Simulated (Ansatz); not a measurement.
# Mo: the cost of one run

Computed with Ansatz 0.2.0 (DFT PBE, scalar-relativistic, plane waves, PAW, unless a step's input says otherwise).

27 further runs of the same task are left out: 27 set aside as unsound or not needed.

## (1) Starting point

Symmetry: Fm-3m, No. 225, cubic system. Conventional cell: a = 4.002 Å, b = 4.002 Å, c = 4.002 Å, α = 90.00°, β = 90.00°, γ = 90.00°. Mo (site symmetry m-3m) is surrounded by 12 Mo at 2.83 Å.

As a file:

```
CELL_PARAMETERS angstrom
0.00000 2.00103 2.00103
2.00103 0.00000 2.00103
2.00103 2.00103 0.00000
ATOMIC_POSITIONS crystal
Mo 0.00000 0.00000 0.00000
```

It is the result of an earlier relaxation at this level (volume 16.02 Å³/atom; gap on the mesh: none (metal)).

## (2) Plan of the line

The energy is mapped over volume and the cell's shape.

The axes are (1) volume per atom: 7 values from 14.10 to 17.95 Å³; (2) c/a of the conventional cell: 9 values from 0.629 to 1.167.

Nothing else is relaxed (symmetry fixes all fractional coordinates). Energies count from the relaxed crystal. Points are written as (first, second).

## (3) Grid point (14.74 Å³, 0.680)

Input file input.yaml:

```yaml
crystal:
  lattice:
    - [0.0, 2.2135000357, 1.5045159743]
    - [2.2135000357, 0.0, 1.5045159743]
    - [2.2135000357, 2.2135000357, 0.0]
  atoms:
    - { symbol: Mo, position: [0.0, 0.0, 0.0] }
basis:
  ecutwfc: 420
kpoints:
  mp_grid: { grid: [22, 22, 22] }
hamiltonian:
  xc: pbe
scf:
  occupations: { method: gaussian, width: 0.15 }
output:
  forces: true
  stress: true
  eigenvalues: true
```

Started as:

```console
ansatz run input.yaml --threads 1 --pin off --max-ram 2048MiB --backend cpu --events-out ev --progress --plain --runs-dir out
```

Q: Estimate wall time and peak memory on 1 thread of Arm Neoverse V2, shared host.

About 5.9 s, with a peak of 0.4 GiB.
